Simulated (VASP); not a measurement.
Al2Cu:

```xyz
3
Lattice="4.1052 0.0000 0.0000 0.0000 4.1052 0.0000 0.0000 0.0000 2.8913" Properties=species:S:1:pos:R:3 pbc="T T T"
Al    2.0526    0.0000    1.4457
Al    0.0000    2.0526    1.4457
Cu    0.0000    0.0000    0.0000
```

The cell comes from a database or a generator and needn't be the stable form of this composition.

| Item | Value |
| --- | --- |
| Program | VASP 6.6.1 |
| Task | relaxation of cell and atoms |
| Functional | r2SCAN |
| Potentials or basis | VASP PAW PBE potentials, release 64 (Al, Cu) |
| Cutoff | 600 eV |
| k mesh | 10 × 10 × 14 |
| Occupations | gaussian, width 0.1 eV |
| Spin | no spin polarisation |

At the start: pressure -2.2 GPa; volume 16.24 Å³/atom.

Q: Where does the relaxation end?

A: Over 7 steps the energy falls by 3.0 meV/atom and the volume is 15.88 Å³/atom (-2.3 %); space group P4/mmm (No. 123, to 0.05 Å).

Step by step:
| step | energy change (eV) | largest force (eV/Å) | pressure (GPa) | volume (Å³) |
| --- | --- | --- | --- | --- |
| 1 | 0.0000 | 0.0000 | -2.22 | 48.73 |
| 2 | -0.0073 | 0.0000 | 1.00 | 47.16 |
| 3 | -0.0086 | 0.0000 | 0.07 | 47.57 |
| 4 | -0.0086 | 0.0000 | 0.04 | 47.60 |
| 5 | -0.0088 | 0.0000 | 0.02 | 47.61 |
| 6 | -0.0089 | 0.0000 | -0.05 | 47.63 |
| 7 | -0.0089 | 0.0000 | -0.04 | 47.63 |

Final structure:
```cif
data_structure
_symmetry_space_group_name_H-M 'P 1'
_symmetry_Int_Tables_number 1
_cell_length_a 4.0873
_cell_length_b 4.0873
_cell_length_c 2.8509
_cell_angle_alpha 90.000
_cell_angle_beta 90.000
_cell_angle_gamma 90.000
_cell_volume 47.63
loop_
_atom_site_label
_atom_site_type_symbol
_atom_site_fract_x
_atom_site_fract_y
_atom_site_fract_z
_atom_site_occupancy
Al1 Al 0.50000 0.00000 0.50000 1
Al2 Al 0.00000 0.50000 0.50000 1
Cu1 Cu 0.00000 0.00000 0.00000 1
```

Caveat: the PAW data sets were made with another functional, which shifts forces and pressure a little.
